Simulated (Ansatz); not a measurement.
# RbBr (CsCl type): how the settings move a single-point run

Question: which choices in the input matter for RbBr (CsCl type)?

Program: Ansatz 0.2.0. Level of theory: reference: DFT, LDA, all-electron PAW with datasets made for the crystal, scalar-relativistic. These are calculated values, not measurements.

**1. The starting structure**

The structure is cubic, space group Pm-3m (No. 221). The conventional cell has a = 3.038 Å, b = 3.038 Å, c = 3.038 Å, α = 90.00°, β = 90.00°, γ = 90.00°. Rb (site symmetry m-3m) is surrounded by 8 Br at 2.63 Å. Br (site symmetry m-3m) has 8 Rb at 2.63 Å in its first shell of neighbours.

As a file:

```cif
data_structure
_symmetry_space_group_name_H-M 'Pm-3m'
_symmetry_Int_Tables_number 221
_cell_length_a 3.0384
_cell_length_b 3.0384
_cell_length_c 3.0384
_cell_angle_alpha 90.000
_cell_angle_beta 90.000
_cell_angle_gamma 90.000
_cell_volume 28.05
loop_
_atom_site_label
_atom_site_type_symbol
_atom_site_symmetry_multiplicity
_atom_site_Wyckoff_symbol
_atom_site_fract_x
_atom_site_fract_y
_atom_site_fract_z
_atom_site_occupancy
Rb1 Rb 1 a 0.00000 0.00000 0.00000 1
Br1 Br 1 b 0.50000 0.50000 0.50000 1
```

**2. Reference**

input.yaml

```yaml
crystal:
  lattice:
    - [3.0383662215, 0.0, 0.0]
    - [0.0, 3.0383662215, 0.0]
    - [0.0, 0.0, 3.0383662215]
  atoms:
    - { symbol: Rb, position: [0.0, 0.0, 0.0] }
    - { symbol: Br, position: [0.5, 0.5, 0.5] }
kpoints:
  mp_grid: { grid: [12, 12, 12] }
scf:
  occupations: { method: fermi_dirac, width: 0.1 }
hamiltonian:
  xc: lda
  pseudopotentials: { kind: all_electron, datasets: crystal }
output:
  forces: true
  stress: true
  eigenvalues: true
```

Launch:

```sh
$ ansatz run input.yaml --threads 1 --pin off --max-ram 2048MiB --backend cpu --events-out ev --progress --plain --runs-dir out
```

**3. Changing settings: xc r2scan, xc_grid 1**

input.yaml, as its differences from that of step 2:

```diff
@@ -13,3 +13,3 @@
 hamiltonian:
-  xc: lda
+  xc: r2scan
   pseudopotentials: { kind: all_electron, datasets: crystal }
@@ -19 +19,3 @@
   eigenvalues: true
+basis:
+  xc_grid: 1
```

**Question.** What will these runs give? Wanted: for each run, ending; energy change; pressure; gap; force.

**Answer**, as computed:

| run | ending | energy change | pressure (GPa) | gap (eV) | force (eV/Å) | cycles | time |
| --- | --- | --- | --- | --- | --- | --- | --- |
| reference | converged | - | 125.7 | 0.88 | 0.00 | 7 | 9.2 s |
| 1: xc r2scan, xc_grid 1 | converged | not comparable | 144.7 | 1.58 | 0.00 | 8 | 20 s |

Residual by cycle in the longest SCF loop of each run; runs are numbered as in the table. The quantity is the density residual dr2, in eV.

| cycle | reference | run 1 |
| --- | --- | --- |
| 1 | 0.942 | 0.891 |
| 2 | 0.0313 | 0.0632 |
| 3 | 0.0021 | 0.00568 |
| 4 | 1.2e-5 | 9.8e-5 |
| 5 | 2.5e-6 | 1.3e-5 |
| 6 | 2.7e-8 | 4.4e-7 |
| 7 | 1.7e-9 | 1.6e-8 |
| 8 | - | 8.4e-10 |

**Reading.** After a change of functional the difference of the totals has no physical meaning; the pressure goes from 125.7 to 144.7 GPa and the gap on the mesh goes from 0.88 to 1.58 eV. At this fixed cell a higher pressure means that this functional prefers a larger volume than the reference. Meta-GGAs of this kind usually give somewhat wider gaps than GGAs. Cost: 8 SCF cycles against 7, 20 s against 9.2 s. The structure is not at rest: the sound run finds 126 GPa, so these are no properties of the relaxed crystal. 
